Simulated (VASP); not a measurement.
# Vibrations of SiO2 (Cristobalite): a test of the settings, part 3 of 3

Aim: test the modes of SiO2 (Cristobalite) against the numerical settings. The starting structure is a measured crystal structure from the Crystallography Open Database.

VASP 6.6.1.

Results so far: reference E (7) 1193.2 cm⁻¹; a 3×3×2 mesh E (7) 1193.1 cm⁻¹.

## 4. Modes with a cutoff of 400 eV

Level of this step: LDA; plane waves and PAW (Si, O) (VASP).

Against step 2 the input has ENCUT = 400.

File INCAR:

```
SYSTEM = SiO2
PREC = Accurate
ENCUT = 400
EDIFF = 1E-08
NELM = 100
ISMEAR = 0
SIGMA = 0.03
LREAL = .FALSE.
ALGO = Normal
GGA = CA
NBANDS = 44
LORBIT = 11
LWAVE = .FALSE.
LCHARG = .FALSE.
KPAR = 8
IBRION = 6
NFREE = 2
POTIM = 0.015
NSW = 1
ISIF = 2
```

File POSCAR:

```
SiO2
1.0
    4.9592103833      0.0000000000      0.0000000000
    0.0000000000      4.9592103833      0.0000000000
    0.0000000000      0.0000000000      6.8896484875
Si O
4 8
Direct
    0.8036586020      0.1963413980      0.7500000000
    0.6963413980      0.6963413980      0.5000000000
    0.1963413980      0.8036586020      0.2500000000
    0.3036586020      0.3036586020      0.0000000000
    0.1114163521      0.2377239944      0.8176991839
    0.2622760056      0.6114163521      0.0676991839
    0.8885836479      0.7622760056      0.3176991839
    0.7377239944      0.3885836479      0.5676991839
    0.6114163521      0.2622760056      0.9323008161
    0.7622760056      0.8885836479      0.6823008161
    0.3885836479      0.7377239944      0.4323008161
    0.2377239944      0.1114163521      0.1823008161
```

File KPOINTS:

```
Automatic mesh
0
Gamma
4 4 4
0 0 0
```

The projector-augmented-wave data sets are Si and O (LDA family, release 64).

On the command line:

```bash
> mpirun -np 16 vasp_std
```

The program printed:

```text
[banner, memory and clock lines left out]
running   16 mpi-ranks, on    1 nodes
[...]
[... a notice as in an earlier step ...]

 LDA part: xc-table for (Slater(with rela. corr.)+CA(PZ))
 , standard interpolation
 POSCAR, INCAR and KPOINTS ok, starting setup
[...]
entering main loop
       N       E                     dE             d eps       ncg     rms          rms(c)
DAV:   1     0.340796165217E+03    0.34080E+03   -0.28775E+04  1600   0.108E+03
DAV:   2    -0.915990258440E+02   -0.43240E+03   -0.42005E+03  1988   0.291E+02
DAV:   3    -0.116875290871E+03   -0.25276E+02   -0.25173E+02  1952   0.755E+01
DAV:   4    -0.117187067203E+03   -0.31178E+00   -0.31128E+00  1968   0.918E+00
[...]
DAV:  14    -0.103938207374E+03   -0.19800E-06   -0.21209E-07  1992   0.241E-03    0.753E-04
DAV:  15    -0.103938207388E+03   -0.14494E-07   -0.13103E-08  1300   0.595E-04    0.513E-04
DAV:  16    -0.103938207387E+03    0.13060E-08   -0.42497E-09  1252   0.343E-04
   1 F= -.10393821E+03 E0= -.10393821E+03  d E =-.187360E-19
[... from here on, the cycles between the ionic steps are left out ...]
   2 F= -.10393301E+03 E0= -.10393301E+03  d E =-.218903E-20
   3 F= -.10393312E+03 E0= -.10393312E+03  d E =-.176677E-19
   4 F= -.10393252E+03 E0= -.10393252E+03  d E =-.142069E-19
   5 F= -.10393252E+03 E0= -.10393252E+03  d E =-.141717E-19
   6 F= -.10393346E+03 E0= -.10393346E+03  d E =-.151212E-19
   7 F= -.10393339E+03 E0= -.10393339E+03  d E =-.469066E-20
   8 F= -.10393742E+03 E0= -.10393742E+03  d E =-.478185E-20
   9 F= -.10393746E+03 E0= -.10393746E+03  d E =-.104458E-19
  10 F= -.10393524E+03 E0= -.10393524E+03  d E =-.253527E-20
  11 F= -.10393524E+03 E0= -.10393524E+03  d E =-.235550E-19
 Finite differences progress:
  Degree of freedom:   5/  5
  Displacement:        2/  2
  Total:              10/ 10
```

The job ended after 2.7 min (16 MPI ranks of AMD EPYC 7R43, shared host; peak memory 4.2 GiB; 43 min of CPU time).

OUTCAR, selected parts (step 4):

```text
  Total       -4.5714502     -4.6004178     -4.8636254     -0.0313673     -0.0783067     -0.1586648
  in kB      -43.2257405    -43.4996463    -45.9884282     -0.2965958     -0.7404353     -1.5002685
  external PRESSURE =     -44.2379383 kB  Pullay stress =       0.0000000 kB

 POSITION                                       TOTAL-FORCE (eV/Angst)
 -----------------------------------------------------------------------------------
      3.98551      0.97370      5.16724        -0.089745     -0.017303     -0.088229
      3.45330      3.45330      3.44482         0.001743     -0.015888      0.027757
      0.97370      3.98551      1.72241        -0.011609     -0.014293      0.033926
      1.50591      1.50591      0.00000        -0.148995     -0.050554     -0.250241
      0.55254      1.17892      5.61866         0.330463      0.087130      0.389685
      1.30068      3.03214      0.46642        -0.007486     -0.025472     -0.019319
      4.40667      3.78029      2.18884         0.010953      0.005586     -0.011106
      3.65853      1.92707      3.91125        -0.032720      0.021471     -0.019336
      3.03214      1.30068      6.42322        -0.011478      0.001632      0.013971
      3.78029      4.40667      4.70081        -0.019397     -0.014632     -0.008480
      1.92707      3.65853      2.97840        -0.007398      0.005053     -0.021931
      1.17892      0.55254      1.25599        -0.014332      0.017270     -0.046697
 -----------------------------------------------------------------------------------
    total drift:                                0.000276      0.000395      0.000345

  FREE ENERGIE OF THE ION-ELECTRON SYSTEM (eV)
  ---------------------------------------------------
  free  energy   TOTEN  =      -103.9352391318 eV

  energy  without entropy=     -103.9352391318  energy(sigma->0) =     -103.93523913

[... 1 part as in an earlier step ...]

[... 2 further parts left out ...]
[key lines of the parts left out:]
E-fermi :   0.1532
```

With a cutoff of 400 eV the compared modes are at the top E (7) 1193.4, B2 (3) 1124.8 cm⁻¹, at the bottom B1 (2) 116.5, B1 (1) 50.6 cm⁻¹, with 17 more of the listed ones between; the largest shift among the levels compared is +6.7 cm⁻¹, in B1 (1), from the reference.

## 5. Modes with a 6×6×4 mesh

Against step 2 the input has a 6×6×4 mesh (also changed: KPAR).

INCAR: that of step 4 with these lines changed.

```diff
@@ -2,3 +2,3 @@
 PREC = Accurate
-ENCUT = 400
+ENCUT = 520
 EDIFF = 1E-08
@@ -14,3 +14,3 @@
 LCHARG = .FALSE.
-KPAR = 8
+KPAR = 16
 IBRION = 6
```

POSCAR is that of step 4.

File KPOINTS:

```
Automatic mesh
0
Gamma
6 6 4
0 0 0
```

On the command line:

```bash
> mpirun -np 16 vasp_std
```

The program printed:

```text
[banner, memory and clock lines left out]
running   16 mpi-ranks, on    1 nodes
[...]
[... a notice as in an earlier step ...]

 LDA part: xc-table for (Slater(with rela. corr.)+CA(PZ))
 , standard interpolation
 POSCAR, INCAR and KPOINTS ok, starting setup
[...]
entering main loop
       N       E                     dE             d eps       ncg     rms          rms(c)
DAV:   1     0.388823145900E+03    0.38882E+03   -0.33017E+04  2640   0.133E+03
DAV:   2    -0.874016970318E+02   -0.47622E+03   -0.46093E+03  3336   0.312E+02
DAV:   3    -0.116905403547E+03   -0.29504E+02   -0.29369E+02  3256   0.825E+01
DAV:   4    -0.117284914461E+03   -0.37951E+00   -0.37887E+00  3328   0.103E+01
[...]
DAV:  14    -0.103748429369E+03   -0.21773E-06   -0.21607E-07  3328   0.241E-03    0.849E-04
DAV:  15    -0.103748429385E+03   -0.15958E-07   -0.14164E-08  2200   0.596E-04    0.464E-04
DAV:  16    -0.103748429383E+03    0.15607E-08   -0.47175E-09  2080   0.375E-04
   1 F= -.10374843E+03 E0= -.10374843E+03  d E =-.503813E-24
[... from here on, the cycles between the ionic steps are left out ...]
   2 F= -.10374323E+03 E0= -.10374323E+03  d E =-.297500E-24
   3 F= -.10374335E+03 E0= -.10374335E+03  d E =-.604392E-23
   4 F= -.10374275E+03 E0= -.10374275E+03  d E =-.150357E-22
   5 F= -.10374275E+03 E0= -.10374275E+03  d E =-.149912E-22
   6 F= -.10374374E+03 E0= -.10374374E+03  d E =-.273171E-24
   7 F= -.10374357E+03 E0= -.10374357E+03  d E =-.116599E-23
   8 F= -.10374767E+03 E0= -.10374767E+03  d E =-.272385E-24
   9 F= -.10374767E+03 E0= -.10374767E+03  d E =-.149823E-22
  10 F= -.10374543E+03 E0= -.10374543E+03  d E =-.303853E-25
  11 F= -.10374551E+03 E0= -.10374551E+03  d E =-.258870E-22
 Finite differences progress:
  Degree of freedom:   5/  5
  Displacement:        2/  2
  Total:              10/ 10
```

It took 8.2 min on 16 MPI ranks; peak memory 13 GiB; 2.2 h of CPU time.

Parts of OUTCAR (step 5):

```text
  Total       -0.0077371     -0.0360604     -0.3511987     -0.0311858     -0.0781155     -0.1566512
  in kB       -0.0731588     -0.3409720     -3.3207892     -0.2948805     -0.7386282     -1.4812289
  external PRESSURE =      -1.2449733 kB  Pullay stress =       0.0000000 kB

 POSITION                                       TOTAL-FORCE (eV/Angst)
 -----------------------------------------------------------------------------------
      3.98551      0.97370      5.16724        -0.090319     -0.016847     -0.088021
      3.45330      3.45330      3.44482         0.002212     -0.015393      0.027749
      0.97370      3.98551      1.72241        -0.011126     -0.014690      0.033918
      1.50591      1.50591      0.00000        -0.149606     -0.051055     -0.250320
      0.55254      1.17892      5.61866         0.333657      0.088508      0.386351
      1.30068      3.03214      0.46642        -0.009056     -0.021998     -0.021866
      4.40667      3.78029      2.18884         0.007653      0.003998     -0.013738
      3.65853      1.92707      3.91125        -0.030948      0.018128     -0.021920
      3.03214      1.30068      6.42322        -0.008267      0.000053      0.016519
      3.78029      4.40667      4.70081        -0.020952     -0.017896     -0.005837
      1.92707      3.65853      2.97840        -0.010698      0.006674     -0.019171
      1.17892      0.55254      1.25599        -0.012548      0.020518     -0.043663
 -----------------------------------------------------------------------------------
    total drift:                                0.000104      0.000057      0.000316

  FREE ENERGIE OF THE ION-ELECTRON SYSTEM (eV)
  ---------------------------------------------------
  free  energy   TOTEN  =      -103.7455083919 eV

  energy  without entropy=     -103.7455083919  energy(sigma->0) =     -103.74550839

[... 1 part as in an earlier step ...]

[... 2 further parts left out ...]
[key lines of the parts left out:]
E-fermi :   0.1744
```

With a 6×6×4 mesh the compared modes are at the top E (7) 1193.0, B2 (3) 1124.0 cm⁻¹, at the bottom B1 (2) 112.5, B1 (1) 43.4 cm⁻¹, with 17 more of the listed ones between; the largest shift among the levels compared is -0.5 cm⁻¹, in B1 (2), from the reference.

## 6. The runs compared

```tsv
run	E (7)	B2 (3)	A2 (3)	A1 (4)	A1 (1)	E (1)	B1 (2)	B1 (1)	core minutes
reference	1193.2	1124.2	1093.1	1085.1	224.9	145.9	113.0	43.9	93.4
a 3×3×2 mesh	1193.1	1124.1	1093.1	1085.1	224.8	145.8	112.8	43.6	25.9
a cutoff of 400 eV	1193.4	1124.8	1093.1	1085.5	226.7	148.2	116.5	50.6	43.2
a 6×6×4 mesh	1193.0	1124.0	1093.0	1085.0	224.6	145.7	112.5	43.4	131.0
```

Modes are in cm⁻¹, degenerate ones as one, matched between runs by symmetry and order. A number in brackets counts the listed modes of one symmetry from the lowest. The symmetry labels come from an automatic analysis and can be wrong where levels nearly coincide. Levels within 1 cm⁻¹ of another in the first run are left out, since their labels are uncertain. Between the highest four and the lowest four, 13 more are left out. Core minutes are wall time times ranks of the run shown, on a shared host.

## 7. Results

```json
{
  "E (7), reference": "1193.2 cm⁻¹",
  "B1 (1), reference": "43.9 cm⁻¹",
  "E (7), a 3×3×2 mesh": "1193.1 cm⁻¹",
  "B1 (1), a 3×3×2 mesh": "43.6 cm⁻¹",
  "E (7), a cutoff of 400 eV": "1193.4 cm⁻¹",
  "B1 (1), a cutoff of 400 eV": "50.6 cm⁻¹",
  "E (7), a 6×6×4 mesh": "1193.0 cm⁻¹",
  "B1 (1), a 6×6×4 mesh": "43.4 cm⁻¹"
}
```

In words: The largest change comes with a cutoff of 400 eV: +6.7 cm⁻¹ in B1 (1). On finer settings the modes change by up to -0.5 cm⁻¹ in B1 (2) with a 6×6×4 mesh, not denser along every axis. Other changes move the modes by more: +6.7 cm⁻¹ in B1 (1) with a cutoff of 400 eV. The frequencies are harmonic, and the splitting of polar modes by their long-range field is left out. Further runs on this material are not shown.

[Lines on the potential files, build, host, timing and source positions are cut from VASP's logs without a mark.]

[Logs are printed without paths, hosts, clocks, repeated set-up lines and the standing remarks that a program may print on its own settings, such as how far it seeks lower states.]

[Hosts, paths, dates, database ids (printed as entryN), source tags and the programs' standing remarks are cut or masked in the printed files.]
